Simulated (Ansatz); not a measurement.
# HfO2 (P4_2/nmc): equation of state with a fit, by script

Where is the equilibrium volume of HfO2 (P4_2/nmc), and how stiff is it? Aim: an equation of state with a fit, for HfO2 (P4_2/nmc), run from a script.

All numbers are computed with the Python package of Ansatz 0.2.0. Level of theory: DFT PBE+D3(BJ), plane waves, PAW.

## 1. The structure

The structure is tetragonal, space group P4_2/nmc (No. 137). The conventional cell has a = 3.558 Å, b = 3.558 Å, c = 5.172 Å, α = 90.00°, β = 90.00°, γ = 90.00°. Hf (site symmetry -4m2) has 4 O at 2.05 Å as nearest neighbours. Around O (site symmetry 2mm) lie 2 Hf at 2.05 Å.

The script holds or builds the structure itself.

## 2. Script

eos_hfo2.py

```python
import ansatz as az
import numpy as np

vectors0 = np.array([
    [3.55802, 0.0, 0.0],
    [0.0, 3.55802, 0.0],
    [0.0, 0.0, 5.17186],
])
sites = [
    ("Hf", (0.5, 0.5, 0.5)),
    ("Hf", (0.0, 0.0, 0.0)),
    ("O", (0.0, 0.5, 0.69721)),
    ("O", (0.5, 0.0, 0.80279)),
    ("O", (0.5, 0.0, 0.30279)),
    ("O", (0.0, 0.5, 0.19721)),
]


def crystal_on(cell):
    crystal = az.Crystal(lattice=az.Lattice.of(cell))
    for symbol, position in sites:
        crystal = crystal.atom(symbol, position)
    return crystal


def main() -> None:
    volumes, energies, pressures = [], [], []
    for scale in np.linspace(0.9, 1.1, 9):
        cell = vectors0 * scale ** (1 / 3)
        model = crystal_on(cell).calculation()
        model = model.functional("pbe", dispersion="d3bj")
        model = model.pseudopotentials("paw").occupations("fixed")
        model = model.basis(500)
        model = model.kpoints(6, 6, 4)
        model = model.stress()
        r = model.run(threads=1).report
        volumes.append(abs(np.linalg.det(cell)) / len(sites))
        energies.append(r["free_energy_ev"] / len(sites))
        pressures.append(np.trace(r["stress_gpa"]) / 3)
        print(f"V = {volumes[-1]:8.4f} A^3/atom  F = {energies[-1]:.5f} eV/atom  P = {pressures[-1]:8.3f} GPa")

    x = np.array(volumes) ** (-2 / 3)
    poly = np.polynomial.Polynomial.fit(x, energies, 3).convert()
    roots = poly.deriv().roots()
    x0 = min((r.real for r in roots if abs(r.imag) < 1e-9 and poly.deriv(2)(r.real) > 0), key=lambda r: abs(r - x.mean()))
    v0 = x0 ** -1.5
    b0 = 4 / 9 * poly.deriv(2)(x0) * v0 ** (-7 / 3) * 160.21766
    b1 = 4 + 2 / 3 * x0 * poly.deriv(3)(x0) / poly.deriv(2)(x0)
    print(f"V0 = {v0:.4f} A^3/atom, B0 = {b0:.1f} GPa, dB/dP = {b1:.2f}")


if __name__ == "__main__":
    main()
```

## 3. Running it

Run with:

```
> python eos_hfo2.py
```

**Question.** Estimate the equilibrium volume and the bulk modulus.

**Answer**, as computed:

| quantity | value |
| --- | --- |
| runs compared | 9 |
| range of energy | 158.82 meV/atom |
| lowest point, volume (Å³/atom) | 11.185 |
| equilibrium volume (fit) | 11.18 Å³/atom |
| bulk modulus (fit) | 245 GPa |

**Reading.** A third-order Birch-Murnaghan fit through the 9 points has its minimum at 11.18 Å³ an atom, 2.5 % above the typed cell, with a bulk modulus of 245 GPa and dB/dP = 4.2. From that minimum the energy rises by 158.8 meV an atom on the compressed side and 40.8 meV on the expanded side. What to keep in mind:
- No spin polarisation was allowed.
- Shape and fractional positions are held along the curve, so the bulk modulus is an upper value where they are free to relax.
- Pressure is positive in compression.
- Spin-orbit coupling, which matters for elements this heavy, is left out.
- At these settings the cell as given stands under about 6 GPa, so it isn't at this functional's equilibrium volume.
- The structure comes from a database of computed cells and needn't be a stable or known phase.
